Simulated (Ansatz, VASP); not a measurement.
# Two plane-wave programs on KF

```
K F
1.0
     3.25895    0.00000    0.00000
     0.00000    3.25895    0.00000
     0.00000    0.00000    3.25895
K F
1 1
Direct
  0.00000 0.93096 0.93096
  0.50000 0.50000 0.50000
```

Alike in both runs: task single point; functional LDA; k mesh 8 × 8 × 8; occupations gaussian, width 0.05 eV; no spin polarisation.

```csv
,VASP,Ansatz
version,VASP 6.6.1,Ansatz 0.2.0
potentials or method,"VASP PAW LDA potentials, release 64 (K_sv, F)","scalar-relativistic, plane waves, PAW"
plane-wave cutoff (eV),520,420
valence electrons in the cell,16,16
```

VASP gave:

- gap on the k mesh at the Fermi level (eV): 5.95
- least direct gap on the mesh (eV): 5.98
- pressure (GPa): -4.3
- largest component of the traceless stress (GPa): 1.10
- rms of the force components (eV/Å): 0.119

Question: Estimate Ansatz's values.

Answer: gap on the k mesh at the Fermi level (eV): 5.96; least direct gap on the mesh (eV): 5.99; pressure (GPa): -4.4; largest component of the traceless stress (GPa): 1.06; rms of the force components (eV/Å): 0.107.

Atom by atom the forces differ by 0.013 eV/Å (rms over components).

A k mesh can miss the band edges.
